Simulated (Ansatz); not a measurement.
Geometry optimisation, DFT PBEsol, scalar-relativistic, plane waves, PAW in Ansatz.

input.yaml

```yaml
crystal:
  lattice:
    - [7.141796, 0.0, 0.0]
    - [0.0, 7.141796, 0.0]
    - [0.0, 0.0, 8.820871]
  atoms:
    - { symbol: Si, position: [0.7811482, 0.4932694, 0.1779084] }
    - { symbol: Si, position: [0.5013142, 0.7858667, 0.6807392] }
    - { symbol: Si, position: [0.497645, 0.2113557, 0.676587] }
    - { symbol: Si, position: [0.7859406, 0.4959715, 0.8150137] }
    - { symbol: Si, position: [0.2120236, 0.5005334, 0.81875] }
    - { symbol: Si, position: [0.2222168, 0.5020416, 0.1764755] }
    - { symbol: Si, position: [0.5013832, 0.7810161, 0.3242925] }
    - { symbol: Si, position: [0.4968297, 0.2202688, 0.3211263] }
    - { symbol: O, position: [0.6811639, 0.3180614, 0.2522415] }
    - { symbol: O, position: [0.6820436, 0.6825551, 0.7473902] }
    - { symbol: O, position: [0.3088762, 0.3165333, 0.7476239] }
    - { symbol: O, position: [0.3123451, 0.6902637, 0.2520118] }
    - { symbol: O, position: [0.3118399, 0.6848134, 0.7428287] }
    - { symbol: "N", position: [0.3047209, 0.3186259, 0.2480523], spin: 1.0 }
    - { symbol: O, position: [0.6852718, 0.6770586, 0.2493648] }
    - { symbol: O, position: [0.6880032, 0.3126042, 0.7546832] }
    - { symbol: O, position: [0.7531931, 0.5096803, -0.0021688] }
    - { symbol: O, position: [0.4940867, 0.7581268, 0.4990705] }
    - { symbol: O, position: [0.2408579, 0.4982531, 0.0006675] }
    - { symbol: O, position: [-0.0035225, 0.500694, 0.2224169] }
    - { symbol: O, position: [0.4966937, -0.0041008, 0.7207663] }
    - { symbol: O, position: [-0.0056284, 0.4997663, 0.7778264] }
    - { symbol: O, position: [0.4975625, -0.0022975, 0.2742097] }
magnetization:
  spin_polarized: true
basis:
  ecutwfc: 420.0
kpoints:
  mp_grid: { grid: [2, 2, 2] }
hamiltonian:
  xc: pbesol
  pseudopotentials: { kind: paw, azcp: { folder: soft_1 } }
scf:
  occupations: { method: fermi_dirac, width: 0.02 }
  lower_state_search: "off"
relax:
  f_tol: 0.03
  max_steps: 60
  adjacent_minimum: "off"
```

Launched with:

```bash
$ ansatz run input.yaml --threads 4 --pin off --max-ram 10240MiB --backend cpu --events-out ev --progress --plain --runs-dir out
```

Question: Where does it end, and by what steps?

Answer: It converged. Limits of this set-up: PAW files made for another functional, a small cell, in which the defect meets its images, a typed lattice constant that wasn't relaxed here. After 8 steps the energy has fallen by 1.961 eV; O17 moved furthest, 0.40 Å. Joined: Si3–Si8 (3.14 → 2.53 Å).

```tsv
step	energy less start (eV)	largest force component (eV/Å)	accepted
0	0.0000	4.171	yes
1	-0.8853	2.022	yes
2	-1.5332	0.620	yes
3	-1.6328	0.575	yes
4	-1.9261	0.226	yes
5	-1.9563	0.136	yes
6	-1.9603	0.041	yes
7	-1.9607	0.041	yes
8	-1.9608	0.007	yes
```

```xyz
23
Lattice="7.1418 0.0000 0.0000 0.0000 7.1418 0.0000 0.0000 0.0000 8.8209" Properties=species:S:1:pos:R:3
Si 5.512 3.506 1.565
Si 3.552 5.570 5.975
Si 3.549 1.651 5.651
Si 5.521 3.546 7.216
Si 1.580 3.575 7.224
Si 1.560 3.603 1.595
Si 3.539 5.540 2.854
Si 3.616 1.609 3.122
O 4.990 2.250 2.471
O 4.863 4.965 6.738
O 2.244 2.353 6.355
O 2.159 5.024 2.154
O 2.215 4.988 6.706
N 2.211 2.291 2.475
O 4.792 4.877 2.066
O 4.887 2.344 6.300
O 5.210 3.274 -0.028
O 3.565 5.076 4.422
O 1.886 3.397 -0.002
O -0.045 3.685 1.783
O 3.553 0.056 6.035
O -0.019 3.592 6.965
O 3.663 0.008 2.781
```

Whether the end is a true minimum wasn't checked by a vibrational analysis.

The run took 74 s on 4 threads of Arm Neoverse V2, on a shared host, peak memory 1.3 GiB.
